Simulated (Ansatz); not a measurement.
Runs of Ansatz 0.2.0 on ZnO (zincite). The structure is hexagonal, space group P6_3mc (No. 186). The conventional cell has a = 3.249 Å, b = 3.249 Å, c = 5.206 Å, α = 90.00°, β = 90.00°, γ = 120.00°. Zn (site symmetry 3m) is surrounded by 4 O at 1.97 to 1.98 Å. O (site symmetry 3m) is surrounded by 4 Zn at 1.97 to 1.98 Å. 

```tsv
task	level	cell	k mesh	smearing	gap on the mesh (eV)	pressure (GPa)	relaxed volume (Å³/atom)	largest force (eV/Å)
relaxation of cell and atoms	BLYP	relaxed	9 × 9 × 5	fermi-dirac 0.05 eV	0.82	0.0	12.74	-
single point	PBE	as given	9 × 9 × 5	gaussian 0.016 eV	0.80	4.9	-	0.07
single point	PBE	as given	9 × 9 × 5	gaussian 0.012 eV	0.80	4.9	-	0.07
single point	PBE	as given	9 × 9 × 5	gaussian 0.024 eV	0.80	4.9	-	0.07
phonons	PBE	as given	7 × 7 × 4	fixed	0.80	-	-	-
relaxation of cell and atoms	BLYP+D4	relaxed	9 × 9 × 5	fermi-dirac 0.05 eV	0.91	0.0	(a)	-
single point	PBE	as given	9 × 9 × 5	gaussian 0.1 eV	0.80	4.9	-	0.07
single point	PBE	as given	9 × 9 × 5	gaussian 0.019 eV	0.80	4.9	-	0.07
single point	PBE	as given	9 × 9 × 5	gaussian 0.02 eV	0.80	4.9	-	0.07
relaxation of cell and atoms	PBEsol	relaxed	9 × 9 × 5	fermi-dirac 0.05 eV	(b)	0.0	11.78	-
single point	PBE	as given	9 × 9 × 5	gaussian 0.018 eV	0.80	4.9	-	0.07
single point	PBE	as given	9 × 9 × 5	gaussian 0.028 eV	0.80	4.9	-	0.07
```

Alike in all rows: potentials or basis Ansatz PAW; no spin polarisation; cutoff (eV) 420.

**Question.** Fill in the values left out.

**Answer.** (a) 12.13; (b) 0.70.

Caveats: odd divisions of the mesh miss points on the zone boundary, where band edges often lie, so the gap on the mesh can be too wide; the plane-wave basis is chosen anew once the cell has moved, so the energies of steps on either side of that aren't comparable (some runs); the PAW data sets come from PBE, with cores solved anew for the run's functional, which leaves a small shift of forces and pressure (some runs).

A k mesh can miss the band edges.
